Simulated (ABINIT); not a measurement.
HfN:

```
CELL_PARAMETERS angstrom
0.00000 2.45482 2.45482
2.45482 0.00000 2.45482
2.45482 2.45482 0.00000
ATOMIC_POSITIONS crystal
Hf 0.00000 0.00000 0.00000
N 0.25000 0.25000 0.25000
```

The cell comes from a database or a generator and needn't be the stable form of this composition.

```yaml
Program: ABINIT 10.8.3 (patched build)
Task: single point
Functional: PBEsol
Potentials_or_basis: PseudoDojo NC SR PBEsol v0.4.1 standard
Cutoff: 1143 eV
k_mesh: 9 × 9 × 9
Occupations: fermi-dirac, width 0.05 eV
Spin: no spin polarisation
```

On this cell: pressure -5.6 GPa; largest force zero by symmetry; band gap on the k mesh none (metal or under the smearing width).

The same run follows on a disturbed copy (atoms moved at random, drawn with an rms of 0.05 Å):

```
Hf N
1.0
     0.00000    2.45482    2.45482
     2.45482    0.00000    2.45482
     2.45482    2.45482    0.00000
Hf N
1 1
Direct
  0.99847 0.99706 0.99660
  0.26378 0.24281 0.23936
```

Problem. What does the disturbed cell give?

Solution. The energy (extrapolated to zero smearing) moves by +5.7 meV/atom; pressure -5.4 GPa; largest force 0.539 eV/Å; band gap on the k mesh none (metal or under the smearing width).

Forces on the atoms (eV/Å):
```
Hf  -0.341  0.255  0.330
N    0.341 -0.255 -0.330
```

Stress tensor (GPa, compression positive):
```
-5.39 -1.47 -1.14
-1.47 -5.38  1.52
-1.14  1.52 -5.39
```
